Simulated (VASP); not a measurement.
# Ag: relaxation of the cell

Ag, Fm-3m (no. 225), 1 atom in the cell. PBE; PAW potentials Ag (PBE set).

## Input

INCAR:
```
SYSTEM = Ag
PREC     = Accurate       ! precision mode
ENCUT    = 600            ! plane-wave cutoff, eV
EDIFF    = 1E-7           ! SCF threshold, eV
ISMEAR   = 1              ! smearing method
SIGMA    = 0.1            ! smearing width, eV
LREAL    = .FALSE.        ! projectors in reciprocal space
LASPH    = .TRUE.         ! aspherical terms in the spheres
ALGO     = Normal         ! electronic algorithm
NELM     = 100            ! most SCF steps
ISIF     = 3              ! what is computed and relaxed
LWAVE    = .FALSE.        ! write WAVECAR
LCHARG   = .FALSE.        ! write CHGCAR
IBRION   = 2              ! ionic algorithm
NSW      = 30             ! ionic steps
EDIFFG   = -0.005         ! ionic threshold
```

KPOINTS:
```
k-points
0
Gamma
  11 11 11
```

POSCAR:
```
Ag
1.0
    0.0000000000      2.0427500000      2.0427500000
    2.0427500000      0.0000000000      2.0427500000
    2.0427500000      2.0427500000      0.0000000000
Ag
1
Direct
    0.0000000000      0.0000000000      0.0000000000
```

Commands:
```
cat potpaw_PBE.64/Ag/POTCAR > POTCAR
mpirun -np 1 vasp_std > vasp.out
```

## Result

- Volume (A^3): 17.749
- Pressure left (GPa): 0.02
- Ionic steps: 3
- SCF steps in all: 26

Ionic steps:

| Step | Energy (eV) | Volume (A^3/atom) | Pressure (GPa) | SCF steps |
|---|---|---|---|---|
| 1 | -2.70892 | 17.0481 | 4.11 | 12 |
| 2 | -2.71510 | 18.1493 | -1.83 | 7 |
| 3 | -2.71745 | 17.7490 | 0.02 | 7 |

VASP 6.6.1 took 10 s on 1 core (AMD EPYC 9R45 (Zen 5)), a shared host.
